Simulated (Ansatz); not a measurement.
Rocksalt BaS, relaxed with r2SCAN in Ansatz 0.2.0: it is cubic, Fm-3m (No. 225); a = 6.424 Å in the conventional setting, 33.13 Å³ an atom. Ba has 6 S at 3.21 Å; S has 6 Ba at 3.21 Å. The cell was then strained (x, y and z are the cube axes), with the atoms relaxed again; stress is positive in compression. The values are computed, spin-unpolarised, and not measurements.

- Uniaxial -1.33 % along x, other directions held: r2SCAN's stress changes by +1.43 GPa along the strain and +0.24 GPa across it.
- Isotropic +1.54 % on every length: the pressure changes by -1.85 GPa, and the HSE06 gap (Γ → X) goes from 3.138 to 3.195 eV.
- Epitaxial strain of +1.0 % in the (001) plane: the free normal strain is -0.32 % and the in-plane stress changes by -1.03 GPa.
- In that film r2SCAN's threefold valence top at Γ splits as 1+2 from the top, by 0.038 eV.
- Uniaxial strain of -0.5 % along [111], atoms relaxed: the xy stress changes by +0.063 GPa.

Question: Estimate C₁₁, C₁₂ and the bulk modulus from the uniaxial step.

Answer: With compression positive, C₁₁ ≈ −Δσ∥/ε = (-1.43)/(-0.0133) = 108 GPa and C₁₂ ≈ (-0.24)/(-0.0133) = 18 GPa; B = (C₁₁ + 2C₁₂)/3 = 48 GPa. A one-sided step carries third-order terms: it reads high by some per cent.

Question: What bulk modulus does the isotropic step give?

Answer: Δ ln V = 3 ln(1.0154) = +0.0458, so B ≈ −ΔP/Δ ln V = 40 GPa, against 48 GPa from C₁₁ and C₁₂; one-sided steps of finite size carry third-order terms.

Question: Give the volume deformation potential of that gap and its pressure coefficient.

Answer: a_V = ΔE_g/Δ ln V = (+0.057)/(+0.0458) = +1.24 eV; dE_g/dP = −a_V/B = -31 meV/GPa, with HSE06's gap and r2SCAN's modulus.

Question: What do the film's normal strain and stress say about the elastic constants?

Answer: ε⊥/ε∥ = (-0.0032)/(+0.0100) = -0.32, which linear elasticity sets to −2C₁₂/C₁₁ = -0.34 from the uniaxial step. The biaxial modulus is M = −Δσ/ε∥ = 103 GPa (C₁₁ + C₁₂ − 2C₁₂²/C₁₁ = 120 GPa).

Question: How much elastic energy does the film store, with 33.13 Å³ an atom?

Answer: u = M ε∥² = −Δσ ε∥ = +1.03 × (+0.0100) = 0.0103 GPa, and 1 GPa Å³ is 6.2415 meV: 2.13 meV an atom. The total energies of the two runs differ by 2.08 meV an atom.

Question: Extract the shear deformation potential b.

Answer: Without spin-orbit coupling the splitting is 3|b| |ε_zz − ε_xx| = 3|b| × 0.0132, so |b| = 0.038/0.0396 = 0.96 eV.

Question: Estimate C₄₄.

Answer: A strain ε along [111] has ε_xy = ε/3 = -0.00167, an engineering shear of 2ε/3, so C₄₄ ≈ −Δσ_xy/(2ε/3) = 19 GPa, atoms relaxed.

Spin-orbit coupling is left out.

Where an edge lies off the special points, it is a point of the mesh or the k point where a search put PBE's edge or least direct gap, reused for the other functionals, whose own edges may lie a little apart.
